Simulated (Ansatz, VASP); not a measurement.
SiSe2 in VASP and in Ansatz

```
Si Se
1.0
    -3.11202    5.01022    2.93545
     3.11202   -5.01022    2.93545
     3.11202    5.01022   -2.93545
Si Se
2 4
Cartesian
  0.0000 0.0000 4.4032
  0.0000 0.0000 1.4677
  1.2648 1.2090 0.0000
  1.8472 3.8012 2.9354
  1.2648 -1.2090 2.9354
  1.8472 6.2192 0.0000
```

The cell is a database's computed one.

Alike in both runs: task single point; functional PBE; k mesh 4 × 4 × 4; occupations gaussian, width 0.1 eV; no spin polarisation.

|  | VASP | Ansatz |
| --- | --- | --- |
| version | VASP 6.6.1 | Ansatz 0.2.0 |
| potentials or method | VASP PAW PBE potentials, release 64 (Si, Se) | scalar-relativistic, plane waves, PAW |
| plane-wave cutoff (eV) | 520 | 420 |
| valence electrons in the cell | 32 | 72 |

Ansatz gave:

```
gap on the k mesh at the Fermi level (eV)       : 1.97
least direct gap on the mesh (eV)               : 2.07
pressure (GPa)                                  : 1.6
largest component of the traceless stress (GPa) : 0.20
rms of the force components (eV/Å)              : 0.141
```

Problem. What did VASP give for the same quantities?

Solution. gap on the k mesh at the Fermi level (eV): 1.98; least direct gap on the mesh (eV): 2.07; pressure (GPa): 1.7; largest component of the traceless stress (GPa): 0.21; rms of the force components (eV/Å): 0.155.

Atom by atom the forces differ by 0.015 eV/Å (rms over components). The functional is the same, so the differences come from potentials, cutoffs and numerics. The two sets of potentials don't hold the same shells in valence.

A k mesh can miss the band edges.
